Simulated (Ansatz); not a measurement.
# SiH10C20: the cost of one run

Program: Ansatz 0.2.0. Level of theory: DFT PBE, plane waves, PAW, scalar-relativistic, collinear spin. These are calculated values, not measurements.

### 1 The system as given

The cell holds 31 atoms (C20H10Si): a = 5.049 Å, b = 5.049 Å, c = 15.836 Å, α = 90.00°, β = 90.00°, γ = 90.00°.

The coordinates stand in the first input below.

### 2 End point A

The input, input.yaml:

```yaml
crystal:
  lattice:
    - [5.048742, 0.0, 0.0]
    - [0.0, 5.048742, 0.0]
    - [0.0, 0.0, 15.835561]
  atoms:
    - { symbol: H, position: [0.4277868, 0.0, 0.063149] }
    - { symbol: H, position: [0.0722132, 0.0, 0.063149] }
    - { symbol: H, position: [0.9277868, 0.0, 0.063149] }
    - { symbol: H, position: [0.5722132, 0.0, 0.063149] }
    - { symbol: H, position: [0.4277868, 0.5, 0.063149] }
    - { symbol: H, position: [0.0722132, 0.5, 0.063149] }
    - { symbol: H, position: [0.9277868, 0.5, 0.063149] }
    - { symbol: H, position: [0.5722132, 0.5, 0.063149] }
    - { symbol: C, position: [0.25, 0.0, 0.1032297] }
    - { symbol: C, position: [0.75, 0.0, 0.1032297] }
    - { symbol: C, position: [0.25, 0.5, 0.1032297] }
    - { symbol: C, position: [0.75, 0.5, 0.1032297] }
    - { symbol: C, position: [0.25, 0.25, 0.1595902] }
    - { symbol: C, position: [0.75, 0.25, 0.1595902] }
    - { symbol: C, position: [0.25, 0.75, 0.1595902] }
    - { symbol: C, position: [0.75, 0.75, 0.1595902] }
    - { symbol: C, position: [0.0, 0.25, 0.2159507] }
    - { symbol: C, position: [0.5, 0.25, 0.2159507] }
    - { symbol: C, position: [0.0, 0.75, 0.2159507] }
    - { symbol: C, position: [0.5, 0.75, 0.2159507] }
    - { symbol: C, position: [0.0, 0.0, 0.2723112] }
    - { symbol: C, position: [0.5, 0.0, 0.2723112] }
    - { symbol: C, position: [0.0, 0.5, 0.2723112] }
    - { symbol: C, position: [0.5, 0.5, 0.2723112] }
    - { symbol: C, position: [0.25, 0.0969069, 0.3261457] }
    - { symbol: C, position: [0.75, 0.0969069, 0.3261457] }
    - { symbol: C, position: [0.25, 0.4030931, 0.3034121] }
    - { symbol: C, position: [0.75, 0.4030931, 0.3034121] }
    - { symbol: H, position: [0.25, 0.4791182, 0.3685099] }
    - { symbol: H, position: [0.75, 0.4791182, 0.3685099] }
    - { symbol: Si, position: [0.4956232, 0.1116267, 0.4190291], spin: 1.0 }
magnetization:
  spin_polarized: true
basis:
  ecutwfc: 420.0
kpoints:
  mp_grid: { grid: [2, 2, 1] }
hamiltonian:
  xc: pbe
  pseudopotentials: { kind: paw, azcp: { folder: soft_1 } }
scf:
  occupations: { method: gaussian, width: 0.02 }
  lower_state_search: "off"
relax:
  f_tol: 0.03
  max_steps: 60
  adjacent_minimum: "off"
  constraints: [{ sites: [0, 1, 2, 3, 4, 5, 6, 7, 8, 9, 10, 11, 12, 13, 14, 15] }]
```

Run with:

```sh
$ ansatz run input.yaml --threads 2 --pin off --max-ram 5120MiB --backend cpu --events-out ev --progress --plain --runs-dir out
```

Q: Estimate wall time and peak memory on 2 threads of Arm Neoverse V2, shared host.

About 86 s, with a peak of 0.81 GiB.
